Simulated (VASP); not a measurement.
# CO2 (I-42d) in VASP: further runs

One crystal, CO2, is run at these levels: r2SCAN; tasks: relaxation of shape and atoms at fixed volume.

Everything below comes from runs of VASP 6.6.1. Logs are shortened: lines on timing, memory, paths and dates and some standing lists are left out, and cuts for length are marked.

**1. Starting point**

The structure is tetragonal, space group I-42d (No. 122). The conventional cell has a = 3.916 Å, b = 3.916 Å, c = 5.939 Å, α = 90.00°, β = 90.00°, γ = 90.00°. C (site symmetry -4) is surrounded by 4 O at 1.39 Å. Around O (site symmetry 2) lie 2 C at 1.39 Å.

**2. Relaxation of shape and atoms at fixed volume, r2SCAN (a relaxed cell with its volume scaled by 0.94)**

File INCAR:

```
PREC = Accurate
ENCUT = 600
EDIFF = 1E-7
ISMEAR = 0
SIGMA = 0.03
LREAL = F
LASPH = T
NELM = 80
ALGO = Normal
ISIF = 4
LWAVE = F
LCHARG = F
METAGGA = R2SCAN
LMIXTAU = T
IBRION = 2
NSW = 40
EDIFFG = -0.01
KPAR = 2
```

File KPOINTS:

```
regular mesh
0
Gamma
  12 12 12
```

File POSCAR:

```
CO2                                     
1.0
   -1.9177875105      1.9177875105      2.9089339335
    1.9177875105     -1.9177875105      2.9089339335
    1.9177875105      1.9177875105     -2.9089339335
  C               O             
     2     4
Direct
     1.0000000000000000    0.0000000000000000    1.0000000000000000
     0.7500000000000000    0.2500000000000000    0.5000000000000000
     0.3750000000000000    0.2930168707317625    0.4180168707317625
     0.7069831292682375    0.1250000000000000    0.0819831292682376
     0.8750000000000000    0.9569831292682375    0.5819831292682375
     0.0430168707317624    0.6250000000000000    0.9180168707317625
```

Potentials or basis: VASP PAW PBE potentials, release 64 (C, O).

Run with:

```
$ cat potpaw_PBE.64/C/POTCAR potpaw_PBE.64/O/POTCAR > POTCAR
$ mpirun -np 2 vasp_std > vasp.out
```

OUTCAR:

```text
PREC = Accurate
   ENCUT = 600
   EDIFF = 1E-7
   ISMEAR = 0
   LREAL = F
   LASPH = T
   NELM = 80
   ISIF = 4
   METAGGA = R2SCAN
   IBRION = 2
   NSW = 40
   EDIFFG = -0.01

 ion  position               nearest neighbor table
   1  0.000  0.000  0.000-   5 1.37   4 1.37   3 1.37   6 1.37
   2  0.750  0.250  0.500-   4 1.37   3 1.37   5 1.37   6 1.37
   3  0.375  0.293  0.418-   1 1.37   2 1.37
   4  0.707  0.125  0.082-   2 1.37   1 1.37
   5  0.875  0.957  0.582-   1 1.37   2 1.37
   6  0.043  0.625  0.918-   1 1.37   2 1.37

  LATTYP: Found a body centered tetragonal cell.
 ALAT       =     3.8355750210
 C/A-ratio  =     1.5168176441

  Lattice vectors:

 A1 = (  -1.9177875105,   1.9177875105,   2.9089339335)
 A2 = (   1.9177875105,  -1.9177875105,   2.9089339335)
 A3 = (   1.9177875105,   1.9177875105,  -2.9089339335)

Analysis of symmetry for initial positions (statically):
=====================================================================
 Subroutine PRICEL returns:
 Original cell was already a primitive cell.

 Routine SETGRP: Setting up the symmetry group for a
 body centered tetragonal supercell.

 Subroutine GETGRP returns: Found  8 space group operations
 (whereof  4 operations were pure point group operations)
 out of a pool of 16 trial point group operations.

The static configuration has the point symmetry S_4 .
 The point group associated with its full space group is D_2d.

Analysis of symmetry for dynamics (positions and initial velocities):
=====================================================================
 Subroutine PRICEL returns:
 Original cell was already a primitive cell.

 Routine SETGRP: Setting up the symmetry group for a
 body centered tetragonal supercell.

 Subroutine GETGRP returns: Found  8 space group operations
 (whereof  4 operations were pure point group operations)
 out of a pool of 16 trial point group operations.

The dynamic configuration has the point symmetry S_4 .
 The point group associated with its full space group is D_2d.

 Subroutine INISYM returns: Found  8 space group operations
 (whereof  4 operations are pure point group operations),
 and found     1 'primitive' translations

----------------------------------------------------------------------------------------

                                     Primitive cell

  volume of cell :      42.7952

[... 100 lines left out ...]
   IBRION =      2    ionic relax: 0-MD 1-quasi-New 2-CG
   NFREE  =      1    steps in history (QN), initial steepest desc. (CG)
   ISIF   =      4    stress and relaxation
   ISYM   =      2    0-nonsym 1-usesym 2-fastsym
   POTIM  = 0.5000    time-step for ionic-motion
   TEBEG  =    0.0;   TEEND  =   0.0 temperature during run
   PSTRESS=    0.0 pullay stress
   NELECT =      32.0000    total number of electrons
   NUPDOWN=      -1.0000    fix difference up-down
   EMIN   =  10.00;   EMAX   =-10.00  energy-range for DOS
   EFERMI =   0.00;   METHOD = LEGACY
   ISMEAR =     0;   SIGMA  =   0.03  broadening in eV -4-tet -1-fermi 0-gaus
   EFERMI_NEDOS =   21; number of points for ismear=-14 and -15
   IALGO  =     38    algorithm
   IMIX   =      4    mixing-type and parameters
     AMIX     =   0.40;   BMIX     =  1.00
     AMIX_MAG =   1.60;   BMIX_MAG =  1.00
  volume/ion in A,a.u.               =       7.13        48.13
  Fermi-wavevector in a.u.,A,eV,Ry     =   1.485912  2.807967 30.040790  2.207936
  Thomas-Fermi vector in A             =   2.599265
   LORBIT       =      0    0 simple, 1 ext, 2 COOP (PROOUT), +10 PAW based schemes
   METAGGA = R2SCAN    functional components
   LHFCALC =     F    Hartree Fock is set to
   AEXX    =    0.0000 exact exchange contribution
   IVDW    =     0    specifies the selected vdW correction
   LEPSILON=     F    determine dielectric tensor
   LRPA    =     F    only Hartree local field effects (RPA)
 conjugate gradient relaxation of ions
 non-spin polarized calculation
 Gauss-broadening in eV      SIGMA  =   0.03
  energy-cutoff  :      600.00
  volume of cell :       42.80
 maximum number of plane-waves:      1446
   NGX = 15   NGY = 15   NGZ = 15

--------------------------------------- Ionic step        1  -------------------------------------------

 number of electron      32.0000001 magnetization

 Free energy of the ion-electron system (eV)
  ---------------------------------------------------
  ext. energy  EPLUGINS =         0.00000000
  ---------------------------------------------------
  free energy    TOTEN  =       -49.21490248 eV

  energy without entropy =      -49.21490248  energy(sigma->0) =      -49.21490248

------------------------ aborting loop because EDIFF is reached ----------------------------------------

  FORCE on cell =-STRESS in cart. coord.  units (eV):
  Direction    XX          YY          ZZ          XY          YZ          ZX
  --------------------------------------------------------------------------------------
  -------------------------------------------------------------------------------------
  Total        5.4903041      5.4903041      5.1016468      0.0000000      0.0000000      0.0000000
  in kB      205.5474821    205.5474821    190.9968274      0.0000000      0.0000000      0.0000000
  external PRESSURE =     200.6972639 kB  Pullay stress =       0.0000000 kB
[... 147 lines left out ...]
--------------------------------------- Ionic step        5  -------------------------------------------

 number of electron      31.9999995 magnetization

 Free energy of the ion-electron system (eV)
  ---------------------------------------------------
  ext. energy  EPLUGINS =         0.00000000
  ---------------------------------------------------
  free energy    TOTEN  =       -49.29181071 eV

  energy without entropy =      -49.29181071  energy(sigma->0) =      -49.29181071

 E-fermi :   2.8389     XC(G=0): -12.4658

 val. band max:        2.6838739769   @ k =   0.5000   0.0000   0.0000
 cond. band min:      11.1667167980   @ k =   0.0000   0.0000   0.0000
 fundamental gap:      8.4828428211
 Fermi energy:         2.8389023284

 k-point     1 :       0.0000    0.0000    0.0000
  band No.  band energies     occupation
      1     -23.1016      2.00000
      2     -17.5002      2.00000
      3     -17.5002      2.00000
      4     -16.7855      2.00000
      5     -12.4794      2.00000
      6      -7.4202      2.00000
[... 541 lines left out ...]
     19      13.9002      0.00000
     20      14.3022      0.00000

 [... further k-points ...]
[... 5 lines left out ...]
  --------------------------------------------------------------------------------------
  -------------------------------------------------------------------------------------
  Total        2.8440880      2.8440880      2.8217457      0.0000000     -0.0000000      0.0000000
  in kB      106.4777308    106.4777308    105.6412738      0.0000000     -0.0000000      0.0000000
  external PRESSURE =     106.1989118 kB  Pullay stress =       0.0000000 kB
[... 21 lines left out ...]
  FREE ENERGIE OF THE ION-ELECTRON SYSTEM (eV)
  ---------------------------------------------------
  free  energy   TOTEN  =       -49.2918107146 eV

  energy  without entropy=      -49.2918107146  energy(sigma->0) =      -49.29181071

 reached required accuracy - stopping structural energy minimisation
```

OSZICAR:

```text
N       E                     dE             d eps       ncg     rms          rms(c)
DAV:   1     0.190324875533E+03    0.19032E+03   -0.21438E+04  6528   0.183E+03
DAV:   2    -0.551595287473E+02   -0.24548E+03   -0.23784E+03  8800   0.378E+02
DAV:   3    -0.633670477611E+02   -0.82075E+01   -0.81796E+01  7824   0.746E+01
DAV:   4    -0.634511341972E+02   -0.84086E-01   -0.83881E-01  7996   0.814E+00
[... 67 lines left out ...]
DAV:   7    -0.492917663791E+02   -0.59205E-05   -0.12701E-04  7176   0.123E-01    0.687E-03
DAV:   8    -0.492918102661E+02   -0.43887E-04   -0.57806E-05  6996   0.904E-02    0.225E-03
DAV:   9    -0.492918098231E+02    0.44303E-06   -0.33581E-06  7784   0.179E-02    0.274E-03
DAV:  10    -0.492918106576E+02   -0.83443E-06   -0.15719E-07  4984   0.438E-03    0.130E-03
DAV:  11    -0.492918107146E+02   -0.57076E-07   -0.38255E-07  5824   0.730E-03
   5 F= -.49291811E+02 E0= -.49291811E+02  d E =-.886499E-02
```

Wall time 8.4 min (2 MPI ranks of Intel Xeon 6975P-C (Granite Rapids), shared host); peak memory 0.27 GiB.

What came out:

```
Free energy                  : -49.2918 eV
Energy gained by relaxing    : 12.8 meV/atom
Ionic steps                  : 5
Pressure after relaxing      : 10.6 GPa
Largest force after relaxing : 0.009 eV/Å
Band gap on the k mesh       : 8.48 eV, indirect (least direct gap 8.79 eV)
```

Forces on the atoms (eV/Å):
```
C    0.000  0.000  0.000
C    0.000  0.000  0.000
O    0.009  0.000  0.000
O    0.000 -0.009  0.000
O   -0.009  0.000  0.000
O    0.000  0.009  0.000
```

The path:
| step | energy change (eV) | largest force (eV/Å) | pressure (GPa) |
| --- | --- | --- | --- |
| 1 | 0.0000 | 0.9908 | 20.07 |
| 2 | -0.0571 | 0.3824 | 8.42 |
| 3 | -0.0680 | 0.0110 | 11.62 |
| 4 | -0.0722 | 0.0104 | 11.36 |
| 5 | -0.0769 | 0.0090 | 10.62 |

Final structure:
```
C O
1.0
    -1.90193    1.90193    2.95763
     1.90193   -1.90193    2.95763
     1.90193    1.90193   -2.95763
C O
2 4
Direct
  0.00000 0.00000 0.00000
  0.75000 0.25000 0.50000
  0.37500 0.30356 0.42856
  0.69644 0.12500 0.07144
  0.87500 0.94644 0.57144
  0.05356 0.62500 0.92856
```

Caveat: the PAW data sets were made with another functional, which shifts forces and pressure a little. A k mesh can miss the band edges.

**3. Relaxation of shape and atoms at fixed volume, r2SCAN (a relaxed cell with its volume scaled by 0.96)**

INCAR is that of step 2.

KPOINTS is that of step 2.

POSCAR, as its differences from that of step 2:

```diff
@@ -2,5 +2,5 @@
 1.0
-   -1.9177875105      1.9177875105      2.9089339335
-    1.9177875105     -1.9177875105      2.9089339335
-    1.9177875105      1.9177875105     -2.9089339335
+   -1.9312935014      1.9312935014      2.9294200587
+    1.9312935014     -1.9312935014      2.9294200587
+    1.9312935014      1.9312935014     -2.9294200587
   C               O
```

Potentials or basis: VASP PAW PBE potentials, release 64 (C, O).

Run with:

```
$ cat potpaw_PBE.64/C/POTCAR potpaw_PBE.64/O/POTCAR > POTCAR
$ mpirun -np 2 vasp_std > vasp.out
```

Run time: 9.5 min. Hardware: 2 MPI ranks of Intel Xeon 6975P-C (Granite Rapids), shared host; peak memory 0.26 GiB.

It converged, with:

- Free energy: -49.3470 eV
- Energy gained by relaxing: 5.5 meV/atom
- Ionic steps: 6
- Pressure after relaxing: 6.7 GPa
- Largest force after relaxing: 0.004 eV/Å
- Band gap on the k mesh: 8.48 eV, indirect (least direct gap 8.81 eV)

Forces in eV/Å, atoms in the order of the input:
```
C    0.000  0.000  0.000
C    0.000  0.000  0.000
O    0.004  0.000  0.000
O    0.000 -0.004  0.000
O   -0.004  0.000  0.000
O    0.000  0.004  0.000
```

Step by step:
```
step  energy change (eV)  largest force (eV/Å)  pressure (GPa)
   1              0.0000                0.6336           12.67
   2             -0.0257                0.2073            5.62
   3             -0.0290                0.0072            7.36
   4             -0.0309                0.0062            7.19
   5             -0.0329                0.0035            6.64
   6             -0.0329                0.0040            6.73
```

Final structure:
```
CELL_PARAMETERS angstrom
-1.92098 1.92098 2.96095
1.92098 -1.92098 2.96095
1.92098 1.92098 -2.96095
ATOMIC_POSITIONS crystal
C 0.00000 0.00000 0.00000
C 0.75000 0.25000 0.50000
O 0.37500 0.29999 0.42499
O 0.70001 0.12500 0.07501
O 0.87500 0.95001 0.57501
O 0.04999 0.62500 0.92499
```

Levels at points of the mesh, in eV from the valence-band top:
```csv
k point,band 13,band 14,band 15,band 16,band 17,band 18,band 19,band 20
"(0.00, 0.00, 0.00)",-1.47,-0.76,-0.76,-0.33,8.48,10.59,10.62,10.62
"(0.50, 0.00, 0.00)",-1.76,-1.50,-0.42,0.00,9.40,10.73,11.01,11.45
"(0.50, 0.50, 0.00)",-0.64,-0.64,-0.60,-0.60,10.14,10.14,11.11,11.11
"(0.50, 0.50, 0.50)",-2.96,-2.96,-0.07,-0.07,9.82,9.82,12.04,12.04
```

Caveat: the PAW data sets were made with another functional, which shifts forces and pressure a little. A k mesh can miss the band edges.

**4. Relaxation of shape and atoms at fixed volume, r2SCAN (a relaxed cell with its volume scaled by 0.98)**

INCAR is that of step 3.

KPOINTS is that of step 3.

POSCAR, as its differences from that of step 3:

```diff
@@ -2,5 +2,5 @@
 1.0
-   -1.9312935014      1.9312935014      2.9294200587
-    1.9312935014     -1.9312935014      2.9294200587
-    1.9312935014      1.9312935014     -2.9294200587
+   -1.9446131878      1.9446131878      2.9496235941
+    1.9446131878     -1.9446131878      2.9496235941
+    1.9446131878      1.9446131878     -2.9496235941
   C               O
```

Potentials or basis: VASP PAW PBE potentials, release 64 (C, O).

Run with:

```
$ cat potpaw_PBE.64/C/POTCAR potpaw_PBE.64/O/POTCAR > POTCAR
$ mpirun -np 2 vasp_std > vasp.out
```

OUTCAR:

```text
PREC = Accurate
   ENCUT = 600
   EDIFF = 1E-7
   ISMEAR = 0
   LREAL = F
   LASPH = T
   NELM = 80
   ISIF = 4
   METAGGA = R2SCAN
   IBRION = 2
   NSW = 40
   EDIFFG = -0.01

 ion  position               nearest neighbor table
   1  0.000  0.000  0.000-   3 1.38   4 1.38   5 1.38   6 1.38
   2  0.750  0.250  0.500-   3 1.38   4 1.38   5 1.38   6 1.38
   3  0.375  0.293  0.418-   1 1.38   2 1.38
   4  0.707  0.125  0.082-   1 1.38   2 1.38
   5  0.875  0.957  0.582-   1 1.38   2 1.38
   6  0.043  0.625  0.918-   1 1.38   2 1.38

  LATTYP: Found a body centered tetragonal cell.
 ALAT       =     3.8892263756
 C/A-ratio  =     1.5168176440

  Lattice vectors:

 A1 = (  -1.9446131878,   1.9446131878,   2.9496235941)
 A2 = (   1.9446131878,  -1.9446131878,   2.9496235941)
[... 348 lines left out ...]
 number of electron      32.0000009 magnetization

 Free energy of the ion-electron system (eV)
  ---------------------------------------------------
  ext. energy  EPLUGINS =         0.00000000
  ---------------------------------------------------
  free energy    TOTEN  =       -49.38098487 eV

  energy without entropy =      -49.38098487  energy(sigma->0) =      -49.38098487

 E-fermi :   2.3968     XC(G=0): -12.1843

 val. band max:        2.2020146071   @ k =   0.5000  -0.0000   0.0000
 cond. band min:      10.6716642573   @ k =   0.0000   0.0000   0.0000
 fundamental gap:      8.4696496502
 Fermi energy:         2.3967524064

 k-point     1 :       0.0000    0.0000    0.0000
  band No.  band energies     occupation
      1     -23.2897      2.00000
      2     -17.8764      2.00000
      3     -17.8764      2.00000
      4     -17.1644      2.00000
      5     -12.9522      2.00000
      6      -7.7764      2.00000
[... 541 lines left out ...]
     19      13.1200      0.00000
     20      13.6278      0.00000

 [... further k-points ...]
[... 5 lines left out ...]
  --------------------------------------------------------------------------------------
  -------------------------------------------------------------------------------------
  Total        0.8906215      0.8906215      0.8378769      0.0000000      0.0000000      0.0000000
  in kB       31.9823760     31.9823760     30.0883074      0.0000000      0.0000000      0.0000000
  external PRESSURE =      31.3510198 kB  Pullay stress =       0.0000000 kB
[... 21 lines left out ...]
  FREE ENERGIE OF THE ION-ELECTRON SYSTEM (eV)
  ---------------------------------------------------
  free  energy   TOTEN  =       -49.3809848663 eV

  energy  without entropy=      -49.3809848663  energy(sigma->0) =      -49.38098487

 reached required accuracy - stopping structural energy minimisation
```

OSZICAR:

```text
N       E                     dE             d eps       ncg     rms          rms(c)
DAV:   1     0.190513849903E+03    0.19051E+03   -0.21288E+04  6520   0.183E+03
DAV:   2    -0.549669867449E+02   -0.24548E+03   -0.23736E+03  8804   0.374E+02
DAV:   3    -0.635489257472E+02   -0.85819E+01   -0.85505E+01  7824   0.756E+01
[... 57 lines left out ...]
DAV:   4    -0.493810316882E+02    0.31385E-03   -0.50405E-04  7196   0.269E-01    0.137E-02
DAV:   5    -0.493811176726E+02   -0.85984E-04   -0.18426E-04  7240   0.162E-01    0.120E-02
DAV:   6    -0.493809699353E+02    0.14774E-03   -0.81068E-05  6920   0.107E-01    0.311E-03
DAV:   7    -0.493809856283E+02   -0.15693E-04   -0.10030E-05  7380   0.330E-02    0.200E-03
DAV:   8    -0.493809848877E+02    0.74064E-06   -0.89267E-07  7568   0.974E-03    0.563E-04
DAV:   9    -0.493809848663E+02    0.21439E-07   -0.29986E-07  5676   0.602E-03
   5 F= -.49380985E+02 E0= -.49380985E+02  d E =-.998923E-03
```

Run time: 7.5 min. Hardware: 2 MPI ranks of Intel Xeon 6975P-C (Granite Rapids), shared host; peak memory 0.27 GiB.

What came out:

```yaml
Free_energy: -49.3810 eV
Energy_gained_by_relaxing: 1.3 meV/atom
Ionic_steps: 5
Pressure_after_relaxing: 3.1 GPa
Band_gap_on_the_k_mesh: 8.47 eV, indirect (least direct gap 8.83 eV)
```

Stress tensor (GPa, compression positive):
```
3.20 0.00 0.00
0.00 3.20 0.00
0.00 0.00 3.01
```

The path:
```
step  energy change (eV)  largest force (eV/Å)  pressure (GPa)
   1              0.0000                0.3037            6.01
   2             -0.0064                0.0817            2.81
   3             -0.0070                0.0029            3.50
   4             -0.0075                0.0024            3.41
   5             -0.0080                0.0008            3.14
```

Final structure:
```
C O
1.0
    -1.93842    1.93842    2.96849
     1.93842   -1.93842    2.96849
     1.93842    1.93842   -2.96849
C O
2 4
Direct
  0.00000 0.00000 0.00000
  0.75000 0.25000 0.50000
  0.37500 0.29658 0.42158
  0.70342 0.12500 0.07842
  0.87500 0.95342 0.57842
  0.04658 0.62500 0.92158
```

Caveat: the PAW data sets were made with another functional, which shifts forces and pressure a little. A k mesh can miss the band edges.

**5. Relaxation of shape and atoms at fixed volume, r2SCAN**

INCAR is that of step 4.

KPOINTS is that of step 4.

POSCAR, as its differences from that of step 4:

```diff
@@ -2,5 +2,5 @@
 1.0
-   -1.9446131878      1.9446131878      2.9496235941
-    1.9446131878     -1.9446131878      2.9496235941
-    1.9446131878      1.9446131878     -2.9496235941
+   -1.9577528647      1.9577528647      2.9695540879
+    1.9577528647     -1.9577528647      2.9695540879
+    1.9577528647      1.9577528647     -2.9695540879
   C               O
```

Run with:

```
$ cat potpaw_PBE.64/C/POTCAR potpaw_PBE.64/O/POTCAR > POTCAR
$ mpirun -np 2 vasp_std > vasp.out
```

Wall time 2.2 min (2 MPI ranks of Intel Xeon 6975P-C (Granite Rapids), shared host); peak memory 0.27 GiB.

Results (log left out):

```
Free energy             : -49.3959 eV
Pressure after relaxing : 0.0 GPa
Band gap on the k mesh  : 8.45 eV, indirect (least direct gap 8.84 eV)
```

Stress tensor (GPa, compression positive):
```
-0.05  0.00  0.00
 0.00 -0.05  0.00
 0.00  0.00  0.11
```

Final structure:
```
CELL_PARAMETERS angstrom
-1.95775 1.95775 2.96955
1.95775 -1.95775 2.96955
1.95775 1.95775 -2.96955
ATOMIC_POSITIONS crystal
C 0.00000 0.00000 0.00000
C 0.75000 0.25000 0.50000
O 0.37500 0.29302 0.41802
O 0.70698 0.12500 0.08198
O 0.87500 0.95698 0.58198
O 0.04302 0.62500 0.91802
```

Levels at points of the mesh, in eV from the valence-band top:
```csv
k point,band 13,band 14,band 15,band 16,band 17,band 18,band 19,band 20
"(0.00, 0.00, 0.00)",-1.32,-0.83,-0.83,-0.39,8.45,10.17,10.34,10.34
"(0.50, 0.00, 0.00)",-1.74,-1.45,-0.43,0.00,9.20,10.48,10.63,11.31
"(0.50, 0.50, 0.00)",-0.68,-0.68,-0.56,-0.56,9.86,9.86,10.90,10.90
"(0.50, 0.50, 0.50)",-2.92,-2.92,-0.05,-0.05,9.81,9.81,11.73,11.73
```

Caveat: the relaxation stopped at its first step, so nothing moved; the PAW data sets were made with another functional, which shifts forces and pressure a little. A k mesh can miss the band edges.

[end of part 1 of 2]
